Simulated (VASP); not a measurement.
# TiC (Fm-3m) in VASP: density of states with r2SCAN

Aim: the density of states of TiC with r2SCAN.

Program: VASP 6.6.1. These are calculated values, not measurements. Logs are shortened: lines on timing, memory, paths and dates and some standing lists are left out, and cuts for length are marked.

## Step 1: The crystal as given

It takes space group Fm-3m (No. 225, cubic). The conventional cell has a = 4.332 Å, b = 4.332 Å, c = 4.332 Å, α = 90.00°, β = 90.00°, γ = 90.00°. Around Ti (site symmetry m-3m) lie 6 C at 2.17 Å. C (site symmetry m-3m) is surrounded by 6 Ti at 2.17 Å.

The cell was built by a generator and needn't be a form met in nature.

## Step 2: Density of states, r2SCAN

INCAR reads:

```
  PREC = Accurate
  ENCUT = 520
  EDIFF = 1E-6
  ISMEAR = -5
  SIGMA = 0.2
  LREAL = F
  LASPH = T
  NELM = 80
  ALGO = Normal
  ISIF = 2
  LWAVE = F
  LCHARG = F
  LMAXMIX = 4
  METAGGA = R2SCAN
  LMIXTAU = T
  LORBIT = 11
  NBANDS = 15
  KPAR = 4
  NEDOS = 2001
```

KPOINTS reads:

```
Automatic mesh
0
Gamma
  18 18 18
```

POSCAR reads:

```
TiC                                     
1.0
    0.0000000000      2.1662438382      2.1662438382
    2.1662438382      0.0000000000      2.1662438382
    2.1662438382      2.1662438382      0.0000000000
  Ti              C             
     1     1
Direct
     0.0000000000000000    0.0000000000000000    0.0000000000000000
     0.5000000000000000    0.5000000000000000    0.5000000000000000
```

Potentials or basis: VASP PAW PBE potentials, release 64 (Ti_sv, C).

Launch:

```
> cat potpaw_PBE.64/Ti_sv/POTCAR potpaw_PBE.64/C/POTCAR > POTCAR
> mpirun -np 4 vasp_std > vasp.out
```

OUTCAR:

```text
PREC = Accurate
   ENCUT = 520
   EDIFF = 1E-6
   ISMEAR = -5
   LREAL = F
   LASPH = T
   NELM = 80
   ISIF = 2
   METAGGA = R2SCAN
   LORBIT = 11

 ion  position               nearest neighbor table
   1  0.000  0.000  0.000-   2 2.17   2 2.17   2 2.17   2 2.17   2 2.17   2 2.17
   2  0.500  0.500  0.500-   1 2.17   1 2.17   1 2.17   1 2.17   1 2.17   1 2.17

  LATTYP: Found a face centered cubic cell.
 ALAT       =     4.3324876764

  Lattice vectors:

 A1 = (   0.0000000000,   2.1662438382,   2.1662438382)
 A2 = (   2.1662438382,   0.0000000000,   2.1662438382)
 A3 = (   2.1662438382,   2.1662438382,   0.0000000000)

Analysis of symmetry for initial positions (statically):
=====================================================================
 Subroutine PRICEL returns:
 Original cell was already a primitive cell.

 Routine SETGRP: Setting up the symmetry group for a
 face centered cubic supercell.

 Subroutine GETGRP returns: Found 48 space group operations
 (whereof 48 operations were pure point group operations)
 out of a pool of 48 trial point group operations.

The static configuration has the point symmetry O_h .

Analysis of symmetry for dynamics (positions and initial velocities):
=====================================================================
 Subroutine PRICEL returns:
 Original cell was already a primitive cell.

 Routine SETGRP: Setting up the symmetry group for a
 face centered cubic supercell.

 Subroutine GETGRP returns: Found 48 space group operations
 (whereof 48 operations were pure point group operations)
 out of a pool of 48 trial point group operations.

The dynamic configuration has the point symmetry O_h .

 Subroutine INISYM returns: Found 48 space group operations
 (whereof 48 operations are pure point group operations),
 and found     1 'primitive' translations

----------------------------------------------------------------------------------------

                                     Primitive cell

  volume of cell :      20.3307

  direct lattice vectors                    reciprocal lattice vectors
     0.000000000  2.166243838  2.166243838    -0.230814275  0.230814275  0.230814275
     2.166243838  0.000000000  2.166243838     0.230814275 -0.230814275  0.230814275
     2.166243838  2.166243838  0.000000000     0.230814275  0.230814275 -0.230814275

  length of vectors
     3.063531415  3.063531415  3.063531415     0.399782051  0.399782051  0.399782051

  position of ions in fractional coordinates (direct lattice)
     0.000000000  0.000000000  0.000000000
     0.500000000  0.500000000  0.500000000

  ion indices of the primitive-cell ions
   primitive index   ion index
                 1           1
                 2           2

----------------------------------------------------------------------------------------

 KPOINTS: Automatic mesh

Automatic generation of k-mesh.
 Grid dimensions read from file:
 generate k-points for:   18   18   18

 Generating k-lattice:

  Cartesian coordinates                     Fractional coordinates (reciprocal lattice)
    -0.012823015  0.012823015  0.012823015     0.055555556  0.000000000  0.000000000
     0.012823015 -0.012823015  0.012823015     0.000000000  0.055555556  0.000000000
     0.012823015  0.012823015 -0.012823015     0.000000000  0.000000000  0.055555556

  Length of vectors
     0.022210114  0.022210114  0.022210114

  Shift w.r.t. Gamma in fractional coordinates (k-lattice)
     0.000000000  0.000000000  0.000000000

 TETIRR: Found    806 inequivalent tetrahedra from    34992

 Subroutine IBZKPT returns following result:
 ===========================================

 Found    195 irreducible k-points:

 Following reciprocal coordinates:
            Coordinates               Weight
  0.000000  0.000000  0.000000      1.000000
  0.055556  0.000000  0.000000      8.000000
  0.111111  0.000000  0.000000      8.000000
  0.166667  0.000000  0.000000      8.000000
  0.222222  0.000000  0.000000      8.000000
  0.277778  0.000000  0.000000      8.000000
[... 16 lines left out ...]
 -0.277778  0.055556  0.000000     24.000000
 -0.222222  0.055556  0.000000     24.000000
 [... further k-points ...]
   k-points           NKPTS =    195   k-points in BZ     NKDIM =    195   number of bands    NBANDS=     15
   number of dos      NEDOS =   2001   number of ions     NIONS =      2
   total plane-waves  NPLWV =  13824
   dimension x,y,z NGX =    24 NGY =   24 NGZ =   24
   dimension x,y,z NGXF=    48 NGYF=   48 NGZF=   48
   ions per type =               1   1
   NGX,Y,Z   is equivalent  to a cutoff of  13.02, 13.02, 13.02 a.u.
   NGXF,Y,Z  is equivalent  to a cutoff of  26.05, 26.05, 26.05 a.u.
 SYSTEM =  unknown system
   PREC   = accura    normal or accurate (medium, high low for compatibility)
   ISTART =      0    job   : 0-new  1-cont  2-samecut
   ICHARG =      2    charge: 1-file 2-atom 10-const
   ISPIN  =      1    spin polarized calculation?
   LNONCOLLINEAR =      F non collinear calculations
   LSORBIT =      F    spin-orbit coupling
   LASPH  =      T    aspherical Exc in radial PAW
   ENCUT  =  520.0 eV  38.22 Ry    6.18 a.u.   5.70  5.70  5.70*2*pi/ulx,y,z
   NELM   =     80;   NELMIN=  2; NELMDL= -5     # of ELM steps
   EDIFF  = 0.1E-05   stopping-criterion for ELM
   LREAL  =      F    real-space projection
   EDIFFG = 0.1E-04   stopping-criterion for IOM
   NSW    =      0    number of steps for IOM
   IBRION =     -1    ionic relax: 0-MD 1-quasi-New 2-CG
   NFREE  =      0    steps in history (QN), initial steepest desc. (CG)
   ISIF   =      2    stress and relaxation
   ISYM   =      2    0-nonsym 1-usesym 2-fastsym
   POTIM  = 0.5000    time-step for ionic-motion
   TEBEG  =    0.0;   TEEND  =   0.0 temperature during run
   PSTRESS=    0.0 pullay stress
   NELECT =      16.0000    total number of electrons
   NUPDOWN=      -1.0000    fix difference up-down
   EMIN   =  10.00;   EMAX   =-10.00  energy-range for DOS
   EFERMI =   0.00;   METHOD = LEGACY
   ISMEAR =    -5;   SIGMA  =   0.20  broadening in eV -4-tet -1-fermi 0-gaus
   EFERMI_NEDOS =   21; number of points for ismear=-14 and -15
   IALGO  =     38    algorithm
   IMIX   =      4    mixing-type and parameters
     AMIX     =   0.40;   BMIX     =  1.00
     AMIX_MAG =   1.60;   BMIX_MAG =  1.00
  volume/ion in A,a.u.               =      10.17        68.60
  Fermi-wavevector in a.u.,A,eV,Ry     =   1.511463  2.856251 31.082782  2.284520
  Thomas-Fermi vector in A             =   2.621517
   LORBIT       =     11    0 simple, 1 ext, 2 COOP (PROOUT), +10 PAW based schemes
   METAGGA = R2SCAN    functional components
   LHFCALC =     F    Hartree Fock is set to
   AEXX    =    0.0000 exact exchange contribution
   IVDW    =     0    specifies the selected vdW correction
   LEPSILON=     F    determine dielectric tensor
   LRPA    =     F    only Hartree local field effects (RPA)
 non-spin polarized calculation
 Fermi weights with tetrahedron method with Bloechl corrections
  energy-cutoff  :      520.00
  volume of cell :       20.33
 maximum number of plane-waves:       568
   NGX = 11   NGY = 11   NGZ = 11

 number of electron      16.0000000 magnetization

 Free energy of the ion-electron system (eV)
  ---------------------------------------------------
  ext. energy  EPLUGINS =         0.00000000
  ---------------------------------------------------
  free energy    TOTEN  =       -24.86900656 eV

  energy without entropy =      -24.86900656  energy(sigma->0) =      -24.86900656

 E-fermi :   9.5009     XC(G=0): -13.5840

 val. band max:        9.5966512512   @ k =   0.1111   0.1111   0.0000
 cond. band min:       9.4313353167   @ k =   0.4444   0.3889   0.0000
 fundamental gap:     -0.1653159344
 Fermi energy:         9.5009437196

 k-point     1 :       0.0000    0.0000    0.0000
  band No.  band energies     occupation
      1     -49.4989      2.00000
      2     -24.4773      2.00000
      3     -24.4773      2.00000
      4     -24.4773      2.00000
      5      -3.7215      2.00000
      6      10.3452      0.00000
      7      10.3452      0.00000
      8      10.3452      0.00000
      9      11.1460      0.00000
     10      11.1460      0.00000
     11      11.1460      0.00000
     12      11.1963      0.00000
     13      11.1963      0.00000
     14      20.6665      0.00000
     15      24.3095      0.00000

 k-point     2 :       0.0556    0.0000    0.0000
  band No.  band energies     occupation
      1     -49.4966      2.00000
      2     -24.4933      2.00000
      3     -24.4787      2.00000
      4     -24.4787      2.00000
      5      -3.6498      2.00000
      6       9.9032      0.11144
      7      10.0881     -0.29715
      8      10.0881     -0.10358
      9      10.5926      0.00000
     10      10.5926      0.00000
     11      11.4175      0.00000
     12      12.1136      0.00000
     13      12.1136      0.00000
     14      20.8042      0.00000
     15      24.3239      0.00000
[... 365 lines left out ...]
      3     -24.5261      2.00000
      4     -24.5015      2.00000
      5      -1.8750      2.00000
      6       5.7354      2.00000
      7       7.0756      2.00000
      8       7.3167      2.00000
      9      11.5656      0.00000
     10      11.8969      0.00000
     11      12.8865      0.00000
     12      15.6988      0.00000
     13      16.7375      0.00000
     14      20.7145      0.00000
     15      25.0793      0.00000

 k-point    24 :      -0.2222    0.0556    0.0000
  band No.  band energies     occupation
      1     -49.4622      2.00000
      2     -24.7247      2.00000
      3     -24.5175      2.00000
      4     -24.4929      2.00000
      5      -2.4275      2.00000
      6       6.6871      2.00000
      7       7.5434      2.00000
      8       7.8440      2.00000
      9      11.1899      0.00000
     10      11.5682      0.00000
     11      12.5852      0.00000
     12      14.8316      0.00000
     13      15.9169      0.00000
     14      21.4374      0.00000
     15      24.4685      0.00000

 [... further k-points ...]

------------------------ aborting loop because EDIFF is reached ----------------------------------------

  FORCE on cell =-STRESS in cart. coord.  units (eV):
  Direction    XX          YY          ZZ          XY          YZ          ZX
  --------------------------------------------------------------------------------------
  -------------------------------------------------------------------------------------
  Total        0.0071094      0.0071094      0.0071094      0.0000000      0.0000000     -0.0000000
  in kB        0.5602644      0.5602644      0.5602644      0.0000000      0.0000000     -0.0000000
  external PRESSURE =       0.5602644 kB  Pullay stress =       0.0000000 kB

 VOLUME and BASIS-vectors are now :
 -----------------------------------------------------------------------------
  energy-cutoff  :      520.00
  volume of cell :       20.33
      direct lattice vectors                 reciprocal lattice vectors
     0.000000000  2.166243838  2.166243838    -0.230814275  0.230814275  0.230814275
     2.166243838  0.000000000  2.166243838     0.230814275 -0.230814275  0.230814275
     2.166243838  2.166243838  0.000000000     0.230814275  0.230814275 -0.230814275

 POSITION                                       TOTAL-FORCE (eV/Angst)
 -----------------------------------------------------------------------------------
      0.00000      0.00000      0.00000         0.000000     -0.000000      0.000000
      2.16624      2.16624      2.16624        -0.000000      0.000000     -0.000000
 -----------------------------------------------------------------------------------
    total drift:                                0.000000     -0.000000     -0.000000

  FREE ENERGIE OF THE ION-ELECTRON SYSTEM (eV)
  ---------------------------------------------------
  free  energy   TOTEN  =       -24.8690065558 eV

  energy  without entropy=      -24.8690065558  energy(sigma->0) =      -24.86900656

 total charge

# of ion       s       p       d       tot
------------------------------------------
    1        2.197   6.253   1.906  10.357
    2        0.907   1.518   0.000   2.425
--------------------------------------------------
tot          3.105   7.771   1.906  12.782
```

Run time: 60 s. Hardware: 4 MPI ranks of AMD EPYC 9R45 (Zen 5), shared host; peak memory 0.16 GiB.

Results:

```yaml
Free_energy: -24.8690 eV
Pressure: 0.1 GPa
Band_gap_on_the_k_mesh: none (metal or under the smearing width)
Valence_electrons_inside_the_program's_atomic_spheres: Ti 10.36; C 2.42
```

States per cell in windows of 1 eV (zero at the Fermi level; states under -8 eV left out):
```tsv
from (eV)	total	Ti1_d	C2_p	Ti1_p	Ti1_s	C2_s	C2_d
-8.0	0.00	0.00	0.00	0.00	0.00	0.00	0.00
-7.0	0.00	0.00	0.00	0.00	0.00	0.00	0.00
-6.0	0.29	0.05	0.06	0.01	0.03	0.00	0.00
-5.0	1.03	0.20	0.24	0.05	0.07	0.01	0.00
-4.0	1.33	0.32	0.33	0.10	0.02	0.01	0.00
-3.0	2.12	0.77	0.55	0.07	0.01	0.01	0.00
-2.0	0.91	0.33	0.23	0.03	0.00	0.00	0.00
-1.0	0.33	0.11	0.09	0.01	0.00	0.00	0.00
0.0	0.37	0.19	0.06	0.01	0.00	0.00	0.00
1.0	0.82	0.57	0.07	0.01	0.00	0.00	0.00
2.0	1.55	1.24	0.08	0.01	0.01	0.01	0.00
3.0	2.39	1.96	0.16	0.01	0.02	0.01	0.00
4.0	1.78	1.27	0.23	0.02	0.04	0.01	0.00
5.0	1.07	0.71	0.13	0.02	0.03	0.05	0.00
6.0	1.06	0.67	0.15	0.03	0.01	0.06	0.00
7.0	0.85	0.50	0.18	0.02	0.00	0.03	0.00
```

Caveat: the PAW data sets were made with another functional, which shifts forces and pressure a little; tetrahedron occupations give inexact forces and stress in metals.
